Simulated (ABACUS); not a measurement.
Write an ASE script for ABACUS 3.10.1 that does the following.

* Task: relaxation of cell and atoms
* Functional: SCAN
* Potentials or basis: SG15 ONCV 1.2 PBE
* Cutoff: 1279 eV
* Density cutoff: 5116 eV
* Basis: plane waves
* k mesh: 5 × 5 × 5
* Occupations: fermi-dirac, width 0.05 eV
* Spin: no spin polarisation
* Optimiser: ASE LBFGS
* Force threshold: 0.03 eV/Å
* Max steps: 60
* Cell moves: yes
* Radial cutoff of the potentials (pseudo_rcut): 10 bohr
* SCF threshold on the density: 1e-08
* Max SCF steps: 100
* Eigensolver: dav
* Mixing: broyden
* Mixing share: 0.7
* Symmetry key: 1
* Bands: 18

The structure of GaSb lies in GaSb.cif:

```cif
data_GaSb
_cell_length_a 6.11800000
_cell_length_b 6.11800000
_cell_length_c 6.11800000
_cell_angle_alpha 90.00000000
_cell_angle_beta 90.00000000
_cell_angle_gamma 90.00000000
_space_group_name_H-M_alt 'F-43m'
_space_group_name_Hall 'F -4 2 3'
_space_group_IT_number 216
loop_
_space_group_symop_operation_xyz
'x,y,z'
'y,-x,-z'
'-x,-y,z'
'-y,x,-z'
'x,-y,-z'
'y,x,z'
'-x,y,-z'
'-y,-x,z'
'z,x,y'
'-z,y,-x'
'z,-x,-y'
'-z,-y,x'
'-z,x,-y'
'z,y,x'
'-z,-x,y'
'z,-y,-x'
'y,z,x'
'-x,-z,y'
'-y,z,-x'
'x,-z,-y'
'-y,-z,x'
'x,z,y'
'y,-z,-x'
'-x,z,-y'
'x,y+1/2,z+1/2'
'y,-x+1/2,-z+1/2'
'-x,-y+1/2,z+1/2'
'-y,x+1/2,-z+1/2'
'x,-y+1/2,-z+1/2'
'y,x+1/2,z+1/2'
'-x,y+1/2,-z+1/2'
'-y,-x+1/2,z+1/2'
'z,x+1/2,y+1/2'
'-z,y+1/2,-x+1/2'
'z,-x+1/2,-y+1/2'
'-z,-y+1/2,x+1/2'
'-z,x+1/2,-y+1/2'
'z,y+1/2,x+1/2'
'-z,-x+1/2,y+1/2'
'z,-y+1/2,-x+1/2'
'y,z+1/2,x+1/2'
'-x,-z+1/2,y+1/2'
'-y,z+1/2,-x+1/2'
'x,-z+1/2,-y+1/2'
'-y,-z+1/2,x+1/2'
'x,z+1/2,y+1/2'
'y,-z+1/2,-x+1/2'
'-x,z+1/2,-y+1/2'
'x+1/2,y,z+1/2'
'y+1/2,-x,-z+1/2'
'-x+1/2,-y,z+1/2'
'-y+1/2,x,-z+1/2'
'x+1/2,-y,-z+1/2'
'y+1/2,x,z+1/2'
'-x+1/2,y,-z+1/2'
'-y+1/2,-x,z+1/2'
'z+1/2,x,y+1/2'
'-z+1/2,y,-x+1/2'
'z+1/2,-x,-y+1/2'
'-z+1/2,-y,x+1/2'
'-z+1/2,x,-y+1/2'
'z+1/2,y,x+1/2'
'-z+1/2,-x,y+1/2'
'z+1/2,-y,-x+1/2'
'y+1/2,z,x+1/2'
'-x+1/2,-z,y+1/2'
'-y+1/2,z,-x+1/2'
'x+1/2,-z,-y+1/2'
'-y+1/2,-z,x+1/2'
'x+1/2,z,y+1/2'
'y+1/2,-z,-x+1/2'
'-x+1/2,z,-y+1/2'
'x+1/2,y+1/2,z'
'y+1/2,-x+1/2,-z'
'-x+1/2,-y+1/2,z'
'-y+1/2,x+1/2,-z'
'x+1/2,-y+1/2,-z'
'y+1/2,x+1/2,z'
'-x+1/2,y+1/2,-z'
'-y+1/2,-x+1/2,z'
'z+1/2,x+1/2,y'
'-z+1/2,y+1/2,-x'
'z+1/2,-x+1/2,-y'
'-z+1/2,-y+1/2,x'
'-z+1/2,x+1/2,-y'
'z+1/2,y+1/2,x'
'-z+1/2,-x+1/2,y'
'z+1/2,-y+1/2,-x'
'y+1/2,z+1/2,x'
'-x+1/2,-z+1/2,y'
'-y+1/2,z+1/2,-x'
'x+1/2,-z+1/2,-y'
'-y+1/2,-z+1/2,x'
'x+1/2,z+1/2,y'
'y+1/2,-z+1/2,-x'
'-x+1/2,z+1/2,-y'
loop_
_atom_site_label
_atom_site_type_symbol
_atom_site_symmetry_multiplicity
_atom_site_Wyckoff_symbol
_atom_site_fract_x
_atom_site_fract_y
_atom_site_fract_z
_atom_site_occupancy
Sb1 Sb 4 c 0.2500000000 0.2500000000 0.2500000000 1
Ga1 Ga 4 a 0.0000000000 0.0000000000 0.0000000000 1
```

These files were run (other wordings do the same):

run_abacus.py

```python
"""Relaxation by an ASE optimiser with ABACUS as a small file-based calculator."""
import re
import subprocess
import spglib
from ase import Atoms
import numpy as np
from ase.calculators.calculator import Calculator, all_changes
from ase.filters import FrechetCellFilter
from ase.io import read
from ase.optimize import LBFGS
from ase.stress import full_3x3_to_voigt_6_stress
from ase.units import Bohr, GPa

atoms = read("GaSb.cif")
cell, frac, numbers = spglib.standardize_cell((atoms.cell[:], atoms.get_scaled_positions(), atoms.numbers), to_primitive=True, symprec=1e-4)
atoms = Atoms(numbers=numbers, cell=cell, scaled_positions=frac, pbc=True)  # the primitive cell
atoms = atoms[(-atoms.numbers).argsort(kind="stable")]  # ABACUS lists atoms element by element
pseudo = {'Sb': 'Sb_ONCV_PBE-1.2.upf', 'Ga': 'Ga_ONCV_PBE-1.2.upf'}
orbital = {}
magmoms = None
kmesh = [5, 5, 5]
params = {
    'suffix': 'GaSb',
    'calculation': 'scf',
    'basis_type': 'pw',
    'pseudo_dir': './',
    'symmetry': 1,
    'dft_functional': 'scan',
    'ecutwfc': 94,
    'pseudo_rcut': 10,
    'nspin': 1,
    'nbands': 18,
    'ks_solver': 'dav',
    'smearing_method': 'fd',
    'smearing_sigma': 0.00367493,
    'scf_thr': 1e-08,
    'scf_nmax': 100,
    'mixing_type': 'broyden',
    'mixing_beta': 0.7,
    'cal_force': 1,
    'cal_stress': 1,
    'mixing_tau': 1,
    'kpar': 4,
}

def write_input(atoms):
    symbols = atoms.get_chemical_symbols()
    elements = list(dict.fromkeys(symbols))
    lines = ["ATOMIC_SPECIES"] + [f"{e} {atoms.get_masses()[symbols.index(e)]:.4f} {pseudo[e]}" for e in elements]
    if orbital:
        lines += ["", "NUMERICAL_ORBITAL"] + [orbital[e] for e in elements]
    lines += ["", "LATTICE_CONSTANT", f"{1 / Bohr:.10f}", "", "LATTICE_VECTORS"]
    lines += [" ".join(f"{x:.10f}" for x in v) for v in atoms.cell]
    lines += ["", "ATOMIC_POSITIONS", "Direct"]
    for e in elements:
        lines += ["", e, "0.0", str(symbols.count(e))]
        for i, p in enumerate(atoms.get_scaled_positions(wrap=False)):
            if symbols[i] == e:
                mag = "" if magmoms is None else " mag " + " ".join(str(x) for x in (magmoms[i] if isinstance(magmoms[i], list) else [magmoms[i]]))
                lines.append(" ".join(f"{x:.10f}" for x in p) + " 1 1 1" + mag)
    open("STRU", "w").write("\n".join(lines) + "\n")
    open("KPT", "w").write("K_POINTS\n0\nGamma\n%d %d %d 0 0 0\n" % tuple(kmesh))
    open("INPUT", "w").write("INPUT_PARAMETERS\n" + "".join(f"{k:<20s}{v}\n" for k, v in params.items()))

class Abacus(Calculator):
    implemented_properties = ["energy", "free_energy", "forces", "stress"]

    def calculate(self, atoms=None, properties=("energy",), system_changes=all_changes):
        super().calculate(atoms, properties, system_changes)
        write_input(self.atoms)
        subprocess.run(['mpirun', '-np', '4', 'abacus'], check=True)
        log = open("OUT.GaSb/running_scf.log").read()
        if "charge density convergence is achieved" not in log:
            raise RuntimeError("SCF not converged")
        rows = lambda title, n: np.array([l.split()[-3:] for l in log.split(title)[-1].split("\n")[2:2 + n]], float)
        energy = float(re.findall(r"FINAL_ETOT_IS (\S+)", log)[-1])
        stress = -rows("TOTAL-STRESS", 3) / 10 * GPa  # ABACUS prints kbar, compression positive
        self.results = dict(energy=energy, free_energy=energy, forces=rows("TOTAL-FORCE", len(self.atoms)), stress=full_3x3_to_voigt_6_stress(stress))

atoms.calc = Abacus()
opt = LBFGS(FrechetCellFilter(atoms), logfile="opt.log", trajectory="relax.traj")
print("optimiser converged:", opt.run(fmax=0.03, steps=60))
```

Potentials or basis: SG15 ONCV 1.2 PBE, plane waves.

Command:

```sh
$ OMP_NUM_THREADS=1 python run_abacus.py > log
```

Results of the run:

```yaml
Relaxed_volume: 27.28 Å³/atom
Relaxed_cell: a = 4.257 Å, b = 4.257 Å, c = 4.257 Å, α = 60.00°, β = 60.00°, γ = 60.00°
Space_group_after_relaxing_to_0.05_Å: F-43m (No. 216)
Energy_gained_by_relaxing: 2.2 meV/atom
Ionic_steps: 3
Pressure_after_relaxing: -0.1 GPa
Band_gap_on_the_k_mesh: 0.17 eV, direct
```

Caveat: the potentials were made for another functional, which shifts forces and pressure; spin-orbit coupling is left out, which moves the levels of the heavy elements; an odd mesh through Γ misses points on the zone boundary, where band edges often lie.

It took 66 s on 4 MPI ranks on AMD EPYC 9R14 (Zen 4), on a shared host, peak memory 0.56 GiB a rank.
